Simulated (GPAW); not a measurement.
Write an ASE script for GPAW 26.7.0 that does the following.

```
Task                : equation of state
Functional          : PBE
Potentials or basis : GPAW PAW data sets (gpaw-data 1.2.1)
Cutoff              : 800 eV
Basis               : pw
k mesh              : 7 × 7 × 7
Occupations         : fermi-dirac, width 0.05 eV
Spin                : no spin polarisation
Maxiter             : 150
Eos scales          : [0.94, 0.96, 0.98, 1.0, 1.02, 1.04, 1.06]
```

The structure of KTaO3 lies in POSCAR:

```
KTaO3
1.0
    3.9883000000      0.0000000000      0.0000000000
    0.0000000000      3.9883000000      0.0000000000
    0.0000000000      0.0000000000      3.9883000000
Ta K O
1 1 3
Direct
    0.0000000000      0.0000000000      0.0000000000
    0.5000000000      0.5000000000      0.5000000000
    0.0000000000      0.0000000000      0.5000000000
    0.0000000000      0.5000000000      0.0000000000
    0.5000000000      0.0000000000      0.0000000000
```

One way to write it, as run:

run.py

```python
from ase.eos import EquationOfState
from ase.io import Trajectory, read
from ase.units import GPa
from gpaw import GPAW, PW

atoms = read('POSCAR')

traj = Trajectory('eos.traj', 'w')
volumes, energies = [], []
for x in [0.94, 0.96, 0.98, 1.0, 1.02, 1.04, 1.06]:
    a = atoms.copy()
    a.set_cell(atoms.cell * x**(1 / 3), scale_atoms=True)
    calc = GPAW(mode=PW(800),
                xc='PBE',
                kpts={'size': (7, 7, 7), 'gamma': True},
                occupations={'name': 'fermi-dirac', 'width': 0.05},
                nbands=36,
                convergence={'density': 1e-05, 'energy': 1e-05},
                maxiter=150,
                txt=f'eos-{x:.2f}.txt')
    a.calc = calc
    energies.append(a.get_potential_energy(force_consistent=True))
    volumes.append(a.get_volume())
    p = -a.get_stress()[:3].mean() / GPa
    calc.write(f'eos-{x:.2f}.gpw')
    traj.write(a)
    print(f'{x:.2f} {volumes[-1]:10.4f} A^3 {energies[-1]:14.6f} eV {p:9.3f} GPa', flush=True)

v0, e0, B = EquationOfState(volumes, energies, eos='birchmurnaghan').fit()
print(f'V0 = {v0:.4f} A^3, E0 = {e0:.6f} eV, B0 = {B / GPa:.2f} GPa')
```

Potentials or basis: GPAW PAW data sets (gpaw-data 1.2.1), pw.

Command:

```sh
$ OMP_NUM_THREADS=1 python run.py
```

Results of the run:

```yaml
Equilibrium_volume: 13.09 Å³/atom
Bulk_modulus: 188 GPa
Pressure_derivative_of_the_bulk_modulus: 4.5
```

It took 8.4 min on 1 thread of Arm Neoverse N1, with other jobs on the host, peak memory 0.41 GiB.
